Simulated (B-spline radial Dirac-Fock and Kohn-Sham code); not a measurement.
The Ne-like isoelectronic sequence (10 electrons), Z = 33 to 43

The computed values come from a radial finite-basis atomic code: Dirac-Fock energy differences between relaxed states, corrected for Breit and QED terms. Binding energies in eV, tabulated ground configurations ([He] 2s2 2p6 throughout). Correlation and solid-state effects are left out.

```
  ion       1s      2s   2p1/2  outermost level  NIST ionisation energy
As²³⁺  12955.5  2554.9  2391.0   2353.5 (2p3/2)            2356.9 ± 1.4
Se²⁴⁺  13823.2  2750.1  2579.9   2537.1 (2p3/2)            2540.7 ± 1.4
Br²⁵⁺  14720.4  2952.7  2776.3   2727.5 (2p3/2)            2731.4 ± 1.5
Kr²⁶⁺  15647.3  3162.9  2980.2   2924.8 (2p3/2)            2928.9 ± 1.7
Rb²⁷⁺  16604.1  3380.6  3191.5   3129.0 (2p3/2)            3133.3 ± 1.8
Sr²⁸⁺  17590.8  3606.0  3410.5   3340.1 (2p3/2)            3344.7 ± 1.9
Zr³⁰⁺  19655.1  4079.8  3871.4   3782.9 (2p3/2)              3788 ± 2.1
Nb³¹⁺  20733.0  4328.4  4113.4   4014.7 (2p3/2)            4020.1 ± 2.2
Mo³²⁺        ?       ?       ?                ?                       ?
Tc³³⁺  22981.3  4849.2  4620.9   4499.0 (2p3/2)              4505 ± 2.5
```

Q: Fill in the row of Mo³²⁺.

A: 1s 21841.6, 2s 4584.8, 2p1/2 4363.2, outermost 4253.4 (2p3/2), NIST 4259 ± 2.4 eV.

NIST's values are for the lowest levels; a dash marks a value that is missing or belongs to another shell. Their kind here: semi-empirical.
